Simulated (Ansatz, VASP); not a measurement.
## TiN (Osbornite): VASP beside Ansatz

```xyz
2
Lattice="0.0000 2.1190 2.1190 2.1190 0.0000 2.1190 2.1190 2.1190 0.0000" Properties=species:S:1:pos:R:3 pbc="T T T"
Ti    0.0000    0.0000    0.0000
N     2.1190    2.1190    2.1190
```

Alike in both runs: task relaxation of cell and atoms; functional LDA; k mesh 13 × 13 × 13; occupations fermi-dirac, width 0.1 eV; no spin polarisation.

```csv
,VASP,Ansatz
version,VASP 6.6.1,Ansatz 0.2.0
potentials or method,"VASP PAW LDA potentials, release 64 (Ti_sv, N)",PAW plane waves
plane-wave cutoff (eV),600,420
valence electrons in the cell,17,17
```

|  | VASP | Ansatz | Ansatz less VASP |
| --- | --- | --- | --- |
| gap on the k mesh at the Fermi level, each at its own relaxed structure (eV) | none | none | - |
| relaxed volume (Å³/atom) | 9.10 | 9.08 | -0.026 |
| relaxed cell length with the largest relative difference (Å) | 2.953 | 2.950 | -0.0029 |
| energy change over the relaxation (meV/atom) | -17 | -19 | -2.4 |

A gap of «none» marks a metal or a gap that the smearing closes. Ansatz warned: «pseudo_functional_mismatch».

LDA usually gives volumes a few per cent too small. Zero-point motion and thermal expansion aren't in these numbers.
